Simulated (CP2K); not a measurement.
## BAs under changes of volume

One of the cells (13.626 Å³/atom); the others are scaled copies at fixed shape and fractional positions:

```
CELL_PARAMETERS angstrom
3.37785 0.00000 0.00000
1.68892 2.92530 0.00000
1.68892 0.97510 2.75800
ATOMIC_POSITIONS crystal
As 0.75000 0.75000 0.75000
B 0.00000 0.00000 0.00000
```

```yaml
Program: CP2K 2026.2
Functional: LDA
Potentials_or_basis: GTH_POTENTIALS As GTH-PADE-q5, B GTH-PADE-q3; TZVP-MOLOPT-PBE-GTH basis
Density_cutoff: 6123 eV
k_mesh: 10 × 10 × 10
Occupations: fermi-dirac, width 0.0259 eV
Spin: no spin polarisation
```

```tsv
volume (Å³/atom)	energy over the lowest point (meV/atom)	pressure (GPa)	gap on the mesh (eV)
12.809	5.32	4.8	1.14
13.081	0.00	1.5	1.15
13.354	0.01	-1.4	1.17
13.626	4.78	-4.1	1.19
13.899	13.89	-6.5	1.20
14.171	?	?	?
14.444	43.42	-10.7	1.23
```

**Question.** What does the run at 14.171 Å³/atom give?

**Answer.** Energy over the lowest point 26.89 meV/atom; pressure -8.7 GPa; gap on the mesh 1.22 eV.

Worked out: A Birch-Murnaghan fit of order 3 (a polynomial in V^(-2/3)) to the other rows has its minimum at 13.22 Å³/atom with B0 = V·E''(V) = 144 GPa and B' = 4.0. It gives 26.87 meV/atom at 14.171 Å³/atom, against the run's 26.89, and -dE/dV = -8.7 GPa, against -8.7. A straight line through the other rows of the gap, of slope 0.771 eV per unit of ln V, gives 1.22 eV, against the run's 1.22.

Energies are extrapolated to zero smearing.

Caveats: the basis of atomic orbitals isn't converged, which shifts pressures, moduli and gaps.

A mesh can miss the band edges. Spin-orbit coupling on As is left out.
